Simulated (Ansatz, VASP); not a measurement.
**Os in VASP and in Ansatz**

INCAR

```
SYSTEM = Os
PREC = Accurate
ENCUT = 600
EDIFF = 1E-7
ISMEAR = 0
SIGMA = 0.1
LREAL = .FALSE.
LASPH = .TRUE.
NELM = 60
ALGO = Fast
ISIF = 3
LWAVE = .FALSE.
LCHARG = .FALSE.
GGA = PE
IBRION = 2
NSW = 90
EDIFFG = -0.04
```

KPOINTS

```
Automatic mesh
0
G
  8 8 6
  0 0 0
```

Contents of POSCAR:

```
Os
1.0
    1.0872243000     -2.0298561200      0.0000000000
    1.0872243000      2.0298561200      0.0000000000
    0.0000000000      0.0000000000      3.1699121100
Os
1
Direct
    0.0000000000      0.0000000000      0.0000000000
```

Input for Ansatz:

```yaml
crystal:
  lattice:
    - [1.0872243, -2.02985612, 0.0]
    - [1.0872243, 2.02985612, 0.0]
    - [0.0, 0.0, 3.16991211]
  atoms:
    - { symbol: Os, position: [0.0, 0.0, 0.0] }
basis:
  ecutwfc: 420
kpoints:
  mp_grid: { grid: [8, 8, 6] }
hamiltonian:
  xc: pbe
scf:
  occupations: { method: gaussian, width: 0.1 }
  lower_state_search: "off"
output:
  forces: true
  stress: true
  eigenvalues: true
relax:
  adjacent_minimum: "off"
  f_tol: 0.04
  max_steps: 70
  cell: { stress_tol: 0.4 }
```

Alike in both runs: task relaxation of cell and atoms; functional PBE; k mesh 8 × 8 × 6; occupations gaussian, width 0.1 eV; no spin polarisation.

|  | VASP | Ansatz |
| --- | --- | --- |
| version | VASP 6.6.1 | Ansatz 0.2.0 |
| potentials or method | VASP PAW PBE potentials, release 64 (Os) | scalar-relativistic, plane waves, PAW |
| plane-wave cutoff (eV) | 600 | 420 |
| valence electrons in the cell | 8 | 16 |

```tsv
	VASP	Ansatz	Ansatz less VASP
gap on the k mesh at the Fermi level, each at its own relaxed structure (eV)	none	none	-
relaxed volume (Å³/atom)	15.75	15.75	+0.001
relaxed cell length with the largest relative difference (Å)	2.674	2.672	-0.0015
energy change over the relaxation (meV/atom)	-3452	-3446	+6.3
```

A gap of «none» marks a metal or a gap that the smearing closes. The two sets of potentials don't hold the same shells in valence.

Caveats: the k mesh is coarse (spacing up to 0.41 Å⁻¹), so the values aren't converged. Spin-orbit coupling is left out, which matters for the levels of Os.
